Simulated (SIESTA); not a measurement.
Runs of SIESTA 5.4.2 on MgS (Niningerite). Symmetry: Fm-3m, No. 225, cubic system. The conventional cell has a = 5.203 Å, b = 5.203 Å, c = 5.203 Å, α = 90.00°, β = 90.00°, γ = 90.00°. S (site symmetry m-3m) is surrounded by 6 Mg at 2.60 Å. Mg (site symmetry m-3m) is surrounded by 6 S at 2.60 Å. 

| task | level | potentials or basis | cell | k mesh | optimiser | force tolerance | stress tolerance (GPa) | grid cutoff | energy shift | gap on the mesh (eV) | pressure (GPa) | V0 of scaled cells (Å³/atom) | B0 (GPa) |
| --- | --- | --- | --- | --- | --- | --- | --- | --- | --- | --- | --- | --- | --- |
| equation of state | PBE | PseudoDojo 0.4 standard (PBE files), DZP (energy shift 0.003 Ry; two zetas on semicore shells) | as given | 9 × 9 × 9 | - | - | - | 800 Ry | 0.003 Ry | - | - | (a) | 71 |
| atomic charges | vdW-DF | PseudoDojo 0.4 standard (PBE files), TZP (energy shift 0.01 Ry) | as given | 9 × 9 × 9 | - | - | - | 800 Ry | 0.01 Ry | 2.98 | 4.0 | - | - |
| relaxation of cell and atoms | PBE | PseudoDojo 0.4 standard (PBE files), DZP (energy shift 0.003 Ry; two zetas on semicore shells) | relaxed | 7 × 7 × 7 | Broyden | 0.01 eV/Å | 0.05 | 1200 Ry | 0.003 Ry | 2.85 | 0.0 | - | - |
| equation of state | LDA | PseudoDojo 0.4 standard (LDA files), DZP (energy shift 0.003 Ry; two zetas on semicore shells) | as given | 9 × 9 × 9 | - | - | - | 800 Ry | 0.003 Ry | - | - | 17.41 | (b) |
| band structure | PBEsol | PseudoDojo 0.4 standard (PBEsol files), DZP (energy shift 0.003 Ry; two zetas on semicore shells) | as given | 9 × 9 × 9 | - | - | - | 800 Ry | 0.003 Ry | 2.78 | 1.2 | - | - |

Alike in all rows: no spin polarisation; smearing fermi-dirac 0.05 eV.

Problem. Estimate the missing entries.

Solution. (a) 18.38; (b) 81.

Caveats: the basis of atomic orbitals isn't converged, which shifts pressures, moduli and gaps; an odd mesh through Γ misses points on the zone boundary, where band edges often lie (some runs); semicore shells carry a single zeta, which can move pressures by several GPa and volumes by a few percent (some runs); the potentials were made for another functional, which shifts forces and pressure (some runs); the mesh misses the band edges, which the band path finds closer together (some runs).

Not every run made on this cell is shown here.
